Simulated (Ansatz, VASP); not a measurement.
One calculation of Ta, two programs

```
Ta
1.0
    -1.64111    1.64111    1.64111
     1.64111   -1.64111    1.64111
     1.64111    1.64111   -1.64111
Ta
1
Direct
  0.00000 0.00000 0.00000
```

Alike in both runs: functional PBEsol; k mesh 24 × 24 × 24; occupations fermi-dirac, width 0.1 eV; no spin polarisation.

Ansatz relaxed the structure, and its values are those at the end. VASP's run is a single point on that final structure, the one shown.

|  | VASP | Ansatz |
| --- | --- | --- |
| version | VASP 6.6.1 | Ansatz 0.2.0 |
| potentials or method | VASP PAW PBE potentials, release 64 (Ta_pv) | PAW with Ansatz's default frozen-core files, scalar-relativistic |
| plane-wave cutoff (eV) | 520 | 420 |
| valence electrons in the cell | 11 | 13 |

Ansatz gave:

| Item | Value |
| --- | --- |
| pressure (GPa) | 0.0 |

Q: What did VASP give for the same quantities?

A: Pressure (GPa): 0.2.

The two sets of potentials don't hold the same shells in valence.

Caveats: the PAW data sets were made with another functional, which shifts forces and pressure a little (VASP). The runs have no spin-orbit coupling, so splittings on Ta are missing.
